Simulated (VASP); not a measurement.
# CoO: input slips in a magnetic run and what they do, part 2 of 2

Some runs on the magnet CoO get a fault in the input on purpose. Which of them show, and how? The starting structure is a measured crystal structure from the Crystallography Open Database. The reference starts from antiferromagnetic moments, in one pattern that fits into this cell.

VASP 6.6.1.

Results so far: reference 2.41 μB on Co; spin polarisation switched off 0.00 μB on Co.

### 5. Run with a k mesh far too coarse

Level of this step: PBEsol, spin-polarised from an antiferromagnetic start; plane waves and PAW (Co, O) (VASP).

A slip made on purpose: a k mesh far too coarse. Against step 2 the input has a 2×2×2 mesh (also changed: NELM, NCORE and KPAR).

INCAR

```
SYSTEM = CoO
PREC = Accurate
ENCUT = 480
EDIFF = 1E-07
NELM = 60
ISMEAR = 0
SIGMA = 0.05
LREAL = .FALSE.
ALGO = Normal
GGA = PS
NBANDS = 23
ISPIN = 2
MAGMOM = 2.4 -2.4 0 0
LASPH = .TRUE.
LMAXMIX = 4
LORBIT = 11
LWAVE = .FALSE.
LCHARG = .FALSE.
NCORE = 8
```

POSCAR

```
CoO
1.0
    0.0000000000      2.1290000000      2.1290000000
    2.1290000000      0.0000000000      2.1290000000
    4.2580000000      4.2580000000      0.0000000000
Co O
2 2
Direct
    0.0000000000      0.0000000000      0.0000000000
    0.0000000000      0.0000000000      0.5000000000
    0.5000000000      0.5000000000      0.2500000000
    0.5000000000      0.5000000000      0.7500000000
```

KPOINTS

```
Automatic mesh
0
Gamma
2 2 2
0 0 0
```

Potentials, in the order of the species: Co and O (PBE family, release 64).

Launch:

```
mpirun -np 8 vasp_std
```

The log of the run:

```text
[banner, memory and clock lines left out]
running    8 mpi-ranks, on    1 nodes
[...]
[... a notice as in an earlier step ...]

 [... a notice as in an earlier step ...]

 LDA part: xc-table for (Slater+PW92), standard interpolation
 POSCAR, INCAR and KPOINTS ok, starting setup
[...]
entering main loop
       N       E                     dE             d eps       ncg     rms          rms(c)
DAV:   1     0.232617263141E+03    0.23262E+03   -0.13442E+04   368   0.149E+03
DAV:   2    -0.855031011426E+01   -0.24117E+03   -0.21927E+03   403   0.337E+02
DAV:   3    -0.323987366512E+02   -0.23848E+02   -0.22980E+02   438   0.122E+02
DAV:   4    -0.329584679941E+02   -0.55973E+00   -0.55687E+00   417   0.200E+01
[...]
DAV:  15    -0.279647298804E+02   -0.33927E-05   -0.67880E-06   431   0.314E-02    0.172E-02
DAV:  16    -0.279647286406E+02    0.12398E-05   -0.19132E-06   428   0.272E-02    0.548E-03
DAV:  17    -0.279647287171E+02   -0.76493E-07   -0.73523E-07   502   0.132E-02
   1 F= -.27964729E+02 E0= -.27955315E+02  d E =-.188266E-01  mag=    -0.0000
```

The job ended after 3.2 s (8 MPI ranks of Intel Xeon 6975P-C (Granite Rapids), shared host; peak memory 0.79 GiB).

OUTCAR, selected parts (step 5):

```text
  Total       -3.7539126     -3.7539126     -3.7539126      0.0976085     -0.0976085     -0.0976085
  in kB     -155.8144626   -155.8144626   -155.8144626      4.0514558     -4.0514558     -4.0514558
  external PRESSURE =    -155.8144626 kB  Pullay stress =       0.0000000 kB

 POSITION                                       TOTAL-FORCE (eV/Angst)
 -----------------------------------------------------------------------------------
      0.00000      0.00000      0.00000         0.000000      0.000000      0.000000
      2.12900      2.12900      0.00000         0.000000      0.000000      0.000000
      2.12900      2.12900      2.12900         0.000000      0.000000     -0.000000
      4.25800      4.25800      2.12900        -0.000000     -0.000000     -0.000000
 -----------------------------------------------------------------------------------
    total drift:                                0.000000     -0.000000     -0.000000

  FREE ENERGIE OF THE ION-ELECTRON SYSTEM (eV)
  ---------------------------------------------------
  free  energy   TOTEN  =       -27.9647287171 eV

  energy  without entropy=      -27.9459021637  energy(sigma->0) =      -27.95531544

 magnetization (x)
# of ion       s       p       d       tot
------------------------------------------
    1        0.010  -0.007   2.366   2.369
    2       -0.010   0.007  -2.366  -2.369
    3        0.000   0.000   0.000   0.000
    4        0.000   0.000   0.000   0.000
--------------------------------------------------
tot          0.000   0.000   0.000   0.000

[... 1 part as in an earlier step ...]

[... 2 further parts left out ...]
[key lines of the parts left out:]
E-fermi :   8.0327
```

A k mesh far too coarse: the moments inside the Co spheres have a mean size of 2.37 μB, and the cell carries 0.00 μB.

### 6. Run with a smearing far too wide

A slip made on purpose: a smearing far too wide. Against step 2 the input has ISMEAR = -1 and SIGMA = 0.8 (also changed: NELM).

INCAR: that of step 5 with these lines changed.

```diff
@@ -5,4 +5,4 @@
 NELM = 60
-ISMEAR = 0
-SIGMA = 0.05
+ISMEAR = -1
+SIGMA = 0.8
 LREAL = .FALSE.
@@ -18,2 +18,2 @@
 LCHARG = .FALSE.
-NCORE = 8
+KPAR = 8
```

POSCAR is that of step 5.

KPOINTS

```
Automatic mesh
0
Gamma
14 14 14
0 0 0
```

Launch:

```
mpirun -np 8 vasp_std
```

The log of the run:

```text
[... set-up lines as in an earlier step ...]
 entering main loop
       N       E                     dE             d eps       ncg     rms          rms(c)
DAV:   1     0.226700928658E+03    0.22670E+03   -0.13361E+04 26840   0.150E+03
DAV:   2    -0.137278122054E+02   -0.24043E+03   -0.21879E+03 27903   0.338E+02
DAV:   3    -0.371827274622E+02   -0.23455E+02   -0.22596E+02 32117   0.123E+02
DAV:   4    -0.377132937784E+02   -0.53057E+00   -0.52935E+00 29061   0.195E+01
[...]
DAV:  19    -0.326483457542E+02   -0.93137E-06   -0.13852E-05 38012   0.471E-02    0.415E-03
DAV:  20    -0.326483457597E+02   -0.54852E-08   -0.18281E-06 38713   0.153E-02    0.172E-03
DAV:  21    -0.326483457729E+02   -0.13243E-07   -0.25072E-07 15910   0.732E-03
   1 F= -.32648346E+02 E0= -.28395552E+02  d E =-.850559E+01  mag=     0.0000
```

Elapsed: 41 s, on 8 MPI ranks; peak memory 3.6 GiB.

OUTCAR, selected parts (step 6):

```text
  Total       -2.1175181     -2.1175181     -2.1175181      0.0000547     -0.0000547     -0.0000547
  in kB      -87.8922830    -87.8922830    -87.8922830      0.0022711     -0.0022711     -0.0022711
  external PRESSURE =     -87.8922830 kB  Pullay stress =       0.0000000 kB

 POSITION                                       TOTAL-FORCE (eV/Angst)
 -----------------------------------------------------------------------------------
      0.00000      0.00000      0.00000         0.000000      0.000000     -0.000000
      2.12900      2.12900      0.00000         0.000000     -0.000000     -0.000000
      2.12900      2.12900      2.12900        -0.000000      0.000000      0.000000
      4.25800      4.25800      2.12900        -0.000000     -0.000000     -0.000000
 -----------------------------------------------------------------------------------
    total drift:                                0.000000     -0.000000     -0.000000

  FREE ENERGIE OF THE ION-ELECTRON SYSTEM (eV)
  ---------------------------------------------------
  free  energy   TOTEN  =       -32.6483457729 eV

  energy  without entropy=      -24.1427582289  energy(sigma->0) =      -28.39555200

 magnetization (x)
# of ion       s       p       d       tot
------------------------------------------
    1        0.000   0.000   0.001   0.001
    2       -0.000  -0.000  -0.001  -0.001
    3        0.000   0.000   0.000   0.000
    4        0.000   0.000   0.000   0.000
--------------------------------------------------
tot          0.000   0.000   0.000   0.000

[... 2 parts as in an earlier step ...]

[... 1 further part left out ...]
[key lines of the parts left out:]
E-fermi :   7.9988
```

A smearing far too wide: the moments inside the Co spheres have a mean size of 0.00 μB, and the cell carries 0.00 μB, with no gap.

### 7. Run with a list of starting moments that is one short

A slip made on purpose: a list of starting moments that is one short. Against step 2 the input has MAGMOM = 1 1 1 (also changed: NELM).

INCAR: that of step 6 with these lines changed.

```diff
@@ -5,4 +5,4 @@
 NELM = 60
-ISMEAR = -1
-SIGMA = 0.8
+ISMEAR = 0
+SIGMA = 0.05
 LREAL = .FALSE.
@@ -12,3 +12,3 @@
 ISPIN = 2
-MAGMOM = 2.4 -2.4 0 0
+MAGMOM = 1 1 1
 LASPH = .TRUE.
```

POSCAR is that of step 6.

KPOINTS is that of step 6.

Launch:

```
mpirun -np 8 vasp_std
```

The log of the run:

```text
running    8 mpi-ranks, on    1 nodes
[...]
-----------------------------------------------------------------------------
|                                                                             |
|     EEEEEEE  RRRRRR   RRRRRR   OOOOOOO  RRRRRR      ###     ###     ###     |
|     E        R     R  R     R  O     O  R     R     ###     ###     ###     |
|     E        R     R  R     R  O     O  R     R     ###     ###     ###     |
|     EEEEE    RRRRRR   RRRRRR   O     O  RRRRRR       #       #       #      |
|     E        R   R    R   R    O     O  R   R                               |
|     E        R    R   R    R   O     O  R    R      ###     ###     ###     |
|     EEEEEEE  R     R  R     R  OOOOOOO  R     R     ###     ###     ###     |
|                                                                             |
|     ERROR: You have set 3 value(s) for MAGMOM; however for                  |
|     spin-polarized calculations (ISPIN=2), MAGMOM has to be a list of       |
|     NIONS values. NIONS=4 in your calculation.                              |
|                                                                             |
|       ---->  I REFUSE TO CONTINUE WITH THIS SICK JOB ... BYE!!! <----       |
|                                                                             |
 -----------------------------------------------------------------------------

1
1
1
1
1
1
1
1
```

Run time: 5.6 s. Hardware: 8 MPI ranks.

VASP stopped with this message: “ERROR: You have set 3 value(s) for MAGMOM; however for spin-polarized calculations (ISPIN=2), MAGMOM has to be a list of NIONS values. NIONS=4 in your calculation”.

### 8. The runs compared

```
                                         run            ended  mean size of the moment on Co (μB)  cell (μB)  gap on the mesh (eV)  core minutes
                                   reference        converged                                2.41        0.0                  none          4.93
              spin polarisation switched off        converged                                 0.0          -                  none          1.92
                    too few electronic steps    not converged                                   -          -                     -          1.44
                     a k mesh far too coarse        converged                                2.37        0.0                     -         0.427
                     a smearing far too wide        converged                                 0.0        0.0                  none          5.47
a list of starting moments that is one short  stopped by VASP                                   -          -                     -         0.747
```

Core minutes are wall time times ranks of the run shown, on a shared host.

### 9. Outcome

```
mean size of the moment on Co, reference                      : 2.41 μB
mean size of the moment on Co, spin polarisation switched off : 0.00 μB
mean size of the moment on Co, a k mesh far too coarse        : 2.37 μB
mean size of the moment on Co, a smearing far too wide        : 0.00 μB
run with too few electronic steps                             : not converged
run with a list of starting moments that is one short         : stopped by VASP
```

What this shows: VASP stopped by itself in the run with a list of starting moments that is one short. The run with too few electronic steps didn't converge. Finished, but with signs in the output that stand out against the reference: spin polarisation switched off, with the Co moment changed from 2.41 to 0.00 μB and the energy by +310 meV an atom (signs: no moments, where the reference has up to 2.41 μB and a stress of up to 29.0 GPa); a k mesh far too coarse, with the Co moment changed from 2.41 to 2.37 μB and the energy by +56 meV an atom (signs: a stress that differs by up to 3.6 GPa); a smearing far too wide, with the Co moment changed from 2.41 to 0.00 μB (signs: a largest site moment of 0.00 μB against 2.41 μB, a stress that differs by up to 5.5 GPa and a large entropy term in the energy). Further runs on this material are not shown.

[Lines on the potential files, build, host, timing and source positions are cut from VASP's logs without a mark.]

[Logs are printed without paths, hosts, clocks, repeated set-up lines and the standing remarks that a program may print on its own settings, such as how far it seeks lower states.]

[Hosts, paths, dates, database ids (printed as entryN), source tags and the programs' standing remarks are cut or masked in the printed files.]
